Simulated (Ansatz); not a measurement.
Runs of Ansatz 0.2.0 on Ni. The structure is cubic, space group Fm-3m (No. 225). Conventional cell: a = 3.475 Å, b = 3.475 Å, c = 3.475 Å, α = 90.00°, β = 90.00°, γ = 90.00°. Around Ni (site symmetry m-3m) lie 12 Ni at 2.46 Å. 

```csv
task,level,spin,cell,cutoff (eV),smearing,basis error allowed,gap on the mesh (eV),pressure (GPa),moment (μB),V0 of scaled cells (Å³/atom),relaxed volume (Å³/atom),B0 (GPa)
relaxation of cell and atoms,LDA,"collinear, ferromagnetic start",relaxed,-,fermi-dirac 0.05 eV,0.001 eV/atom,-,0.0,0.62,-,10.03,-
band structure,BLYP,"collinear, ferromagnetic start",as given,320,fermi-dirac 0.05 eV,0.001 eV/atom,-,18.1,0.62,-,-,-
single point,PBE,"collinear, ferromagnetic start",as given,320,gaussian 0.027 eV,0.001 eV/atom,none,8.0,0.64,-,-,-
band structure,RPBE,"collinear, ferromagnetic start",as given,320,fermi-dirac 0.05 eV,0.001 eV/atom,-,(a),0.63,-,-,-
relaxation of cell and atoms,PBEsol+D4,"collinear, ferromagnetic start",relaxed,-,fermi-dirac 0.05 eV,0.001 eV/atom,-,0.0,0.63,-,10.21,-
single point,PBE,"collinear, ferromagnetic start",as given,320,gaussian 0.021 eV,0.001 eV/atom,none,8.0,0.64,-,-,-
equation of state,PBE,"collinear, ferromagnetic start",as given,-,fermi-dirac 0.05 eV,0.0005 eV/atom,-,-,-,10.88,-,200
band structure,PBEsol,"collinear, random start",as given,344,tetrahedron,0.0005 eV/atom,-,-2.6,0.60,-,-,-
relaxation of cell and atoms,revPBE+D4,"collinear, ferromagnetic start",relaxed,-,fermi-dirac 0.05 eV,0.001 eV/atom,-,0.0,0.63,-,10.50,-
equation of state,PBEsol,"collinear, ferromagnetic start",as given,-,fermi-dirac 0.05 eV,0.0005 eV/atom,-,-,-,10.38,-,232
relaxation of cell and atoms,PBEsol,"collinear, ferromagnetic start",relaxed,-,fermi-dirac 0.05 eV,0.001 eV/atom,-,0.0,0.63,-,(b),-
single point,PBE,"collinear, ferromagnetic start",as given,320,gaussian 0.025 eV,0.001 eV/atom,none,8.0,0.64,-,-,-
```

Alike in all rows: potentials or basis all-electron LAPW, scalar-relativistic; k mesh 13 × 13 × 13.

Q: Fill in the values left out.

A: (a) 13.9; (b) 10.38.

Caveats: so large a pressure means that the cell lies far from this level's equilibrium, or that cutoff or potentials fall short (some runs).

A k mesh can miss the band edges.

A gap of «none» marks a metal or a gap under the smearing width.

Not every run made on this cell is shown here.
